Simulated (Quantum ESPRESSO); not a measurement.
# Collinear magnetic orders of MnS (Browneite) with Quantum ESPRESSO

Does MnS (Browneite) prefer parallel or opposed moments?

Main program and level: Quantum ESPRESSO 7.5; PBE with U = 4 eV on Mn d (ortho-atomic projectors); plane waves with GBRV 1.5 PBE potentials, no spin-orbit coupling.

Most raw output is cut from this account.

**1. The structure**

It takes space group F-43m (No. 216, cubic). Conventional cell: a = 5.600 Å, b = 5.600 Å, c = 5.600 Å, α = 90.00°, β = 90.00°, γ = 90.00°. Mn has 4 S at 2.42 Å nearest. S has 4 Mn at 2.42 Å nearest. Farther neighbours and most contacts between anions are not listed.

The cell comes from the Crystallography Open Database.

**2. Run 1 (ferro +)**

The signs are those of the starting moments on the seeded atoms, the atoms that are given a moment.

pw.in reads:

```
&CONTROL
  calculation = 'scf'
  prefix = 'pwscf'
  outdir = './tmp'
  pseudo_dir = './pseudo'
  disk_io = 'nowf'
/
&SYSTEM
  ibrav = 0
  celldm(1) = 8
  nat = 2
  ntyp = 2
  ecutwfc = 40
  ecutrho = 280
  nbnd = 19
  occupations = 'smearing'
  smearing = 'fd'
  degauss = 0.00146997
  nspin = 2
  starting_magnetization(1) = 0.3
  starting_magnetization(2) = 0
/
&ELECTRONS
  conv_thr = 4d-09
  electron_maxstep = 150
  mixing_beta = 0.3
/
ATOMIC_SPECIES
Mn     54.9380 mn_pbe_v1.5.uspp.F.UPF
S      32.0600 s_pbe_v1.4.uspp.F.UPF
CELL_PARAMETERS alat
   0.0000000000000    0.6614041436190    0.6614041436190
   0.6614041436190    0.0000000000000    0.6614041436190
   0.6614041436190    0.6614041436190    0.0000000000000
ATOMIC_POSITIONS crystal
Mn      0.0000000000    0.0000000000    0.0000000000
S       0.2500000000    0.2500000000    0.2500000000
K_POINTS automatic
10 10 10 0 0 0
HUBBARD {ortho-atomic}
U Mn-3d 4.0000
```

Command:

```sh
$ OMP_NUM_THREADS=1 mpirun -n 2 pw.x -nk 2 -in pw.in > pw.out
```

Run time: 19 s. Hardware: 2 MPI ranks of Arm Neoverse V1, shared host; peak memory 0.24 GiB.

Spin moment in the atom's sphere by atom:

| atom | spin moment in the atom's sphere (μB) |
| --- | --- |
| Mn1 | 4.36 |
| S2 | 0.05 |

Numbers from this step:

```yaml
smearing_term_ts: 1.95e-16 eV
magnetization: 5 μB
absolute_magnetization: 5 μB
final_state: ferromagnetic
```

Spin density in the ac plane of a cell with a along [110], b along [-110] and c along [001] of the cube at fractional y = 0.000, with atoms of Mn and S within 0.2 Å of it.

Values in e/Å³, 8 rows by 16 columns, each cell a mean:
```
3.0 0.5 0.0 0.0 0.0 0.0 0.2 2.1 3.0 0.5 0.0 0.0 0.0 0.0 0.2 2.1
0.1 0.0 0.0 0.0 0.0 0.0 0.0 0.1 0.1 0.0 0.0 0.0 0.0 0.0 0.0 0.1
0.0 0.0 0.0 0.0 0.0 0.0 0.0 0.0 0.0 0.0 0.0 0.0 0.0 0.0 0.0 0.0
0.0 0.0 0.0 0.0 0.0 0.0 0.0 0.0 0.0 0.0 0.0 0.0 0.0 0.0 0.0 0.0
0.0 0.0 0.0 0.0 0.0 0.0 0.0 0.0 0.0 0.0 0.0 0.0 0.0 0.0 0.0 0.0
0.0 0.0 0.0 0.0 0.0 0.0 0.0 0.0 0.0 0.0 0.0 0.0 0.0 0.0 0.0 0.0
0.3 0.1 0.0 0.0 0.0 0.0 0.1 0.2 0.3 0.1 0.0 0.0 0.0 0.0 0.1 0.2
4.2 0.8 0.1 0.0 0.0 0.0 0.4 3.0 4.2 0.8 0.1 0.0 0.0 0.0 0.4 3.0
```
Columns run along a (7.9 Å), rows up along c (5.6 Å), edges of the conventional cell, whose origin can differ from the input's. Atoms in or near the plane, at fractional coordinates: Mn at (0.50, 0.00), Mn at (0.00, 0.00), S at (0.75, 0.75), S at (0.25, 0.75).

Valence density in the ac plane of a cell with a along [110], b along [-110] and c along [001] of the cube at fractional y = 0.000, with atoms of Mn and S within 0.2 Å of it. It is the smooth field of the valence electrons, not physical close to the nuclei.

Values in e/Å³, 8 rows by 16 columns, each cell a mean:
```
 9  2  0  1  1  0  1  7  9  2  0  1  1  0  1  7
 0  0  1  1  1  1  0  0  0  0  1  1  1  1  0  0
 0  0  1  1  1  1  0  0  0  0  1  1  1  1  0  0
 0  0  0  0  0  0  0  0  0  0  0  0  0  0  0  0
 0  0  0  0  0  0  0  0  0  0  0  0  0  0  0  0
 0  0  0  0  0  0  0  0  0  0  0  0  0  0  0  0
 1  0  0  0  0  0  0  0  1  0  0  0  0  0  0  0
12  2  0  0  0  0  1 10 12  2  0  0  0  0  1 10
```
Columns run along a (7.9 Å), rows up along c (5.6 Å), edges of the conventional cell, whose origin can differ from the input's. Atoms in or near the plane, at fractional coordinates: Mn at (0.50, 0.00), Mn at (0.00, 0.00), S at (0.75, 0.75), S at (0.25, 0.75).

**3. Start 2: antiferro q=(0,0,1/2) +−**

The cell is doubled to 4 atoms to hold this order. The wavevector q is in fractions of the reciprocal vectors of the crystal's primitive cell, as the cells of these inputs are built from it; moments change sign between cells as cos(2π q·R).

pw.in reads:

```
&CONTROL
  calculation = 'scf'
  prefix = 'pwscf'
  outdir = './tmp'
  pseudo_dir = './pseudo'
  disk_io = 'nowf'
/
&SYSTEM
  ibrav = 0
  celldm(1) = 8
  nat = 4
  ntyp = 3
  ecutwfc = 40
  ecutrho = 280
  nbnd = 30
  occupations = 'smearing'
  smearing = 'fd'
  degauss = 0.00146997
  nspin = 2
  starting_magnetization(1) = 0.3
  starting_magnetization(2) = -0.3
  starting_magnetization(3) = 0
/
&ELECTRONS
  conv_thr = 8d-09
  electron_maxstep = 150
  mixing_beta = 0.3
/
ATOMIC_SPECIES
Mn1    54.9380 mn_pbe_v1.5.uspp.F.UPF
Mn2    54.9380 mn_pbe_v1.5.uspp.F.UPF
S      32.0600 s_pbe_v1.4.uspp.F.UPF
CELL_PARAMETERS alat
   0.0000000000000    0.6614041436190    0.6614041436190
   0.6614041436190    0.0000000000000    0.6614041436190
   1.3228082872380    1.3228082872380    0.0000000000000
ATOMIC_POSITIONS crystal
Mn1     0.0000000000    0.0000000000    0.0000000000
Mn2     0.0000000000    0.0000000000    0.5000000000
S       0.2500000000    0.2500000000    0.1250000000
S       0.2500000000    0.2500000000    0.6250000000
K_POINTS automatic
10 10 5 0 0 0
HUBBARD {ortho-atomic}
U Mn1-3d 4.0000
U Mn2-3d 4.0000
```

Run time: 1.8 min. Hardware: 2 MPI ranks; peak memory 0.48 GiB.

Spin moment in the atom's sphere by atom:

| atom | spin moment in the atom's sphere (μB) |
| --- | --- |
| Mn1 | 4.31 |
| Mn2 | -4.31 |
| S3 | 0.02 |
| S4 | -0.02 |

Numbers from this step:

```
smearing term TS       : 0 eV
magnetization          : 0 μB
absolute magnetization : 9.722 μB
final state            : antiferromagnetic
```

Spin density in the ac plane at fractional y = 0.000, with atoms of Mn within 0.2 Å of it.

Values in e/Å³, 24 rows by 14 columns, each cell a mean:
```
 5.6  4.9  1.8  0.5  0.1  0.0  0.0  0.0  0.0  0.0  0.1  0.2  0.9  2.8
 1.8  2.1  1.2  0.5  0.2  0.1  0.0  0.0  0.0  0.0  0.0  0.1  0.3  0.7
 0.3  0.4  0.4  0.3  0.1  0.1  0.0  0.0  0.0  0.0  0.0  0.0  0.1  0.1
 0.0  0.1  0.1  0.1  0.0  0.0  0.0  0.0  0.0  0.0  0.0  0.0  0.0  0.0
 0.0  0.0  0.0  0.0  0.0  0.0  0.0  0.0  0.0  0.0  0.0  0.0  0.0  0.0
 0.0  0.0  0.0  0.0  0.0  0.0  0.0  0.0  0.0  0.0  0.0  0.0  0.0  0.0
 0.0  0.0  0.0  0.0  0.0  0.0  0.0  0.0  0.0  0.0  0.0  0.0  0.0  0.0
 0.0  0.0  0.0  0.0  0.0  0.0  0.0  0.0  0.0  0.0 -0.1 -0.1 -0.1 -0.1
-0.1  0.0  0.0  0.0  0.0  0.0  0.0  0.0  0.0  0.0 -0.1 -0.2 -0.3 -0.2
-0.7 -0.3 -0.1  0.0  0.0  0.0  0.0  0.0  0.0 -0.1 -0.2 -0.5 -1.0 -1.1
-3.4 -1.4 -0.3 -0.1  0.0  0.0  0.0  0.0  0.0  0.0 -0.2 -0.7 -2.5 -4.1
-6.5 -4.2 -1.1 -0.2 -0.1  0.0  0.0  0.0  0.0  0.0 -0.1 -0.6 -2.6 -6.0
-5.6 -4.9 -1.8 -0.5 -0.1  0.0  0.0  0.0  0.0  0.0 -0.1 -0.2 -0.9 -2.8
-1.8 -2.1 -1.2 -0.5 -0.2 -0.1  0.0  0.0  0.0  0.0  0.0 -0.1 -0.3 -0.7
-0.3 -0.4 -0.4 -0.3 -0.1 -0.1  0.0  0.0  0.0  0.0  0.0  0.0 -0.1 -0.1
 0.0 -0.1 -0.1 -0.1  0.0  0.0  0.0  0.0  0.0  0.0  0.0  0.0  0.0  0.0
 0.0  0.0  0.0  0.0  0.0  0.0  0.0  0.0  0.0  0.0  0.0  0.0  0.0  0.0
 0.0  0.0  0.0  0.0  0.0  0.0  0.0  0.0  0.0  0.0  0.0  0.0  0.0  0.0
 0.0  0.0  0.0  0.0  0.0  0.0  0.0  0.0  0.0  0.0  0.0  0.0  0.0  0.0
 0.0  0.0  0.0  0.0  0.0  0.0  0.0  0.0  0.0  0.0  0.1  0.1  0.1  0.1
 0.1  0.0  0.0  0.0  0.0  0.0  0.0  0.0  0.0  0.0  0.1  0.2  0.3  0.2
 0.7  0.3  0.1  0.0  0.0  0.0  0.0  0.0  0.0  0.1  0.2  0.5  1.0  1.1
 3.4  1.4  0.3  0.1  0.0  0.0  0.0  0.0  0.0  0.0  0.2  0.7  2.5  4.1
 6.5  4.2  1.1  0.2  0.1  0.0  0.0  0.0  0.0  0.0  0.1  0.6  2.6  6.0
```
Columns run along a (4.0 Å), rows up along c (7.9 Å). Atoms in or near the plane, at fractional coordinates: Mn at (0.00, 0.00), Mn at (0.00, 0.50).

Valence density in the ac plane at fractional y = 0.000, with atoms of Mn within 0.2 Å of it. It is the smooth field of the valence electrons, not physical close to the nuclei.

Ten steps, logarithmic in the rise over the least value, from '_' (0 e/Å³) to '@' (17 e/Å³), each cell a mean:
```
@@@@##==....________..::**%%
##%%**==::____________..::++
--====--..______________....
..::::::....________________
....::::::....______________
..::::::::::....____________
..::::------::....__________
....::--------::............
....::--------::::....::::::
++--::::::----::::::::==****
@@##--::::::::::::::::++%%@@
@@@@**--............::==%%@@
@@@@##==....________..::**%%
##%%**==::____________..::++
--====--..______________....
..::::::....________________
....::::::....______________
..::::::::::....____________
..::::------::....__________
....::--------::............
....::--------::::....::::::
++--::::::----::::::::==****
@@##--::::::::::::::::++%%@@
@@@@**--............::==%%@@
```
Columns run along a (4.0 Å), rows up along c (7.9 Å). Atoms in or near the plane, at fractional coordinates: Mn at (0.00, 0.00), Mn at (0.00, 0.50).

**4. Run 3 (antiferro q=(0,1/2,1/2) +−)**

The cell is doubled to 4 atoms to hold this order.

Changes to pw.in since step 3:

```diff
@@ -34,11 +34,11 @@
    0.0000000000000    0.6614041436190    0.6614041436190
-   0.6614041436190    0.0000000000000    0.6614041436190
-   1.3228082872380    1.3228082872380    0.0000000000000
+   1.3228082872380    0.0000000000000    1.3228082872380
+   1.3228082872380    0.6614041436190    0.6614041436190
 ATOMIC_POSITIONS crystal
 Mn1     0.0000000000    0.0000000000    0.0000000000
-Mn2     0.0000000000    0.0000000000    0.5000000000
-S       0.2500000000    0.2500000000    0.1250000000
-S       0.2500000000    0.2500000000    0.6250000000
+Mn2     0.0000000000    0.5000000000    0.0000000000
+S       0.2500000000    0.0000000000    0.2500000000
+S       0.2500000000    0.5000000000    0.2500000000
 K_POINTS automatic
-10 10 5 0 0 0
+10 5 10 0 0 0
 HUBBARD {ortho-atomic}
```

The job ended after 3.6 min (2 MPI ranks; peak memory 0.52 GiB).

Spin moment in the atom's sphere by atom:

| atom | spin moment in the atom's sphere (μB) |
| --- | --- |
| Mn1 | 4.29 |
| Mn2 | -4.29 |
| S3 | 0.00 |
| S4 | 0.00 |

This step gave:

```
smearing term TS       : 0 eV
magnetization          : 0 μB
absolute magnetization : 9.664 μB
final state            : antiferromagnetic
```

**5. The states side by side**

An order is kept where moments of 0.15 μB or more survive with the typed signs; meshes match where a doubled cell samples the same k points as the first cell.

Orders:

| start | final state | typed order kept | energy over the lowest (meV a seeded atom) | largest site moment (μB) | net moment (μB a cell of the first run) | mesh matched | CPU time (s) |
| --- | --- | --- | --- | --- | --- | --- | --- |
| ferro + | ferromagnetic | yes | 103.5 | 4.364 | 5 | yes | 37.33 |
| antiferro q=(0,0,1/2) +- | antiferromagnetic | yes | 23.73 | 4.309 | 0 | yes | 215.1 |
| antiferro q=(0,1/2,1/2) +- | antiferromagnetic | yes | 0 | 4.293 | 0 | yes | 429 |

**6. Energy mapping**

E = −Σ J e·e over ordered pairs of unit vectors, so each pair counts twice. As many shells are taken as there are differences of energy, so the couplings are solved for and no residual tests the model; further shells are folded in, and shells whose pairs keep their relative signs in all orders cancel and are not probed. Couplings from the energies:

| pair | distance (Å) | neighbours an atom | J (meV) |
| --- | --- | --- | --- |
| Mn-Mn | 3.96 | 12 | -6.468 |
| Mn-Mn | 5.6 | 6 | -0.1789 |

**7. Occupations of the corrected shells in the lowest state**

Occupations of the Hubbard shells:

| block | type | shell | spin | electrons | occupation numbers |
| --- | --- | --- | --- | --- | --- |
| 1 | Mn1 | 3d | up | 4.947 | 0.985 0.986 0.986 0.995 0.995 |
| 1 | Mn1 | 3d | down | 0.3073 | 0.026 0.030 0.082 0.082 0.088 |
| 2 | Mn2 | 3d | up | 0.3073 | 0.026 0.030 0.082 0.082 0.088 |
| 2 | Mn2 | 3d | down | 4.947 | 0.985 0.986 0.986 0.995 0.995 |

**8. Outcome**

| Item | Value |
| --- | --- |
| lowest state found | antiferromagnetic (from antiferro q=(0,1/2,1/2) +-) |
| largest site moment | 4.29 μB |
| next state with moments | antiferromagnetic, 23.7 meV a seeded atom higher |
| J of the weightiest shell (Mn-Mn, 3.96 Å; E = −Σ J e·e, ordered pairs) | -6.47 meV |

The largest moment changes by 1.6 % between the kept orders, as for well localised moments. This is the lowest of 3 collinear or spinless starts, no proof of the ground state.

[Logs and program files are shortened in this print: banners, set-up blocks, solver, clock and traceback lines can be left out without a mark of their own.]

[Logs are printed without paths, hosts, clocks, repeated set-up lines and the standing remarks that a program may print on its own settings, such as how far it seeks lower states.]

[Hosts, paths, dates, database ids (printed as entryN), source tags and the programs' standing remarks are cut or masked in the printed files.]

[Where a cell is said to come from a database of computed structures, the database is the Materials Project.]
